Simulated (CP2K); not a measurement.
CuI (Marshite):

```xyz
2
Lattice="4.2872 0.0000 0.0000 2.1436 3.7128 0.0000 2.1436 1.2376 3.5005" Properties=species:S:1:pos:R:3 pbc="T T T"
I     0.0000    0.0000    0.0000
Cu    6.4308    3.7128    2.6254
```

Base run:

| Quantity | Value |
| --- | --- |
| Program | CP2K 2026.2 |
| Functional | PBE |
| Potentials or basis | GTH_POTENTIALS I GTH-PBE-q7, Cu GTH-PBE-q11; DZVP-MOLOPT-SR-GTH basis |
| Density cutoff | 6123 eV |
| k mesh | 8 × 8 × 8 |
| Occupations | fermi-dirac, width 0.05 eV |
| Spin | no spin polarisation |

Its results: band gap on the k mesh 1.17 eV, direct; pressure 1.8 GPa.

Q: The run is repeated on the same cell with these changes: functional from PBE to HLE16. What comes out?

A: Band gap on the k mesh 2.96 eV, direct; pressure -0.2 GPa.

Caveats: spin-orbit coupling is left out, which moves the levels of the heavy elements; the basis of atomic orbitals isn't converged, which shifts pressures, moduli and gaps; the potentials were made for a functional far from this one (some runs); the potentials were made for another functional, which shifts forces and pressure (some runs).
